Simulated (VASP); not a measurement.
Write the native input for VASP 6.6.1 that does the following.

- Task: single point
- Functional: PBE
- Potentials or basis: VASP PAW PBE potentials, release 64 (C)
- Cutoff: 520 eV
- k mesh: 12 × 12 × 4
- Occupations: fermi-dirac, width 0.05 eV
- Spin: no spin polarisation
- Dipole correction: no
- Further INCAR settings: ALGO = Normal; EDIFF = 1e-06; NBANDS = 26

The structure of C lies in POSCAR:

```
C
1.0
    2.5221000000      0.0000000000      0.0000000000
   -1.2610500000      2.1842026709      0.0000000000
    0.0000000000      0.0000000000      8.2371000000
C
8
Direct
    0.6666666667      0.3333333333      0.8437500000
    0.3333333333      0.6666666667      0.3437500000
    0.6666666667      0.3333333333      0.6562500000
    0.3333333333      0.6666666667      0.1562500000
    0.0000000000      0.0000000000      0.9062500000
    0.0000000000      0.0000000000      0.4062500000
    0.0000000000      0.0000000000      0.5937500000
    0.0000000000      0.0000000000      0.0937500000
```

This is a hexagonal form of diamond, not graphite.

One way to write it, as run:

INCAR

```
SYSTEM = C
ALGO = Normal
EDIFF = 1E-6
ENCUT = 520
GGA = PE
ISIF = 2
ISMEAR = -1
LASPH = .True.
LCHARG = .False.
LREAL = .False.
LWAVE = .False.
NBANDS = 26
NELM = 80
PREC = Accurate
SIGMA = 0.05
```

KPOINTS

```
k-points
0
Gamma
  12 12 4
  0 0 0
```

Potentials or basis: VASP PAW PBE potentials, release 64 (C).

The run is started by

```sh
$ cat potpaw_PBE.64/C/POTCAR > POTCAR
$ mpirun -np 1 vasp_std > vasp.out
```

Results of the run:

```
Pressure               : 2.9 GPa
Largest force          : 0.329 eV/Å
Band gap on the k mesh : 4.41 eV, indirect (least direct gap 5.18 eV)
```

It took 27 s on 1 thread of Intel(R) Xeon(R) Platinum 8559C (Emerald Rapids) (shared host), peak memory 0.17 GiB.
